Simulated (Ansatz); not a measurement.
# WC: the cost of one run

Method: DFT PBE, scalar-relativistic, plane waves, PAW, in Ansatz 0.2.0.

## 1. Starting point

The structure is hexagonal, space group P-6m2 (No. 187). Conventional cell: a = 2.901 Å, b = 2.901 Å, c = 2.829 Å, α = 90.00°, β = 90.00°, γ = 120.00°. W (site symmetry -6m2) is surrounded by 6 C at 2.19 Å. C (site symmetry -6m2) is surrounded by 6 W at 2.19 Å.

Coordinates:

```
CELL_PARAMETERS angstrom
2.90050 0.00000 0.00000
-1.45025 2.51191 0.00000
0.00000 0.00000 2.82900
ATOMIC_POSITIONS crystal
W 0.00000 0.00000 0.00000
C 0.66667 0.33333 0.50000
```

Source of the structure: the Crystallography Open Database.

(A quick probe on a coarse mesh, which set the mesh and smearing, is not shown.)

## 3. Rough relaxation on the coarse mesh

Input file input.yaml:

```yaml
crystal:
  lattice:
    - [2.9005011018, 0.0, 0.0]
    - [-1.4502505509, 2.5119076379, 0.0]
    - [0.0, 0.0, 2.828999674]
  atoms:
    - { symbol: W, position: [0.0, 0.0, 0.0] }
    - { symbol: C, position: [0.6666666667, 0.3333333333, 0.5] }
basis:
  ecutwfc: 420
kpoints:
  mp_grid: { grid: [9, 9, 8] }
hamiltonian:
  xc: pbe
scf:
  occupations: { method: gaussian, width: 0.1 }
output:
  forces: true
  stress: true
  eigenvalues: true
relax:
  adjacent_minimum: "off"
  f_tol: 0.05
  max_steps: 80
  cell: { stress_tol: 0.5 }
```

The run is started by

```bash
$ ansatz run input.yaml --threads 2 --pin off --max-ram 5120MiB --backend cpu --events-out ev --progress --plain --runs-dir out
```

What time and memory should one allow on 2 threads of Arm Neoverse V2, shared host?

About 4.4 s, with a peak of 0.3 GiB.
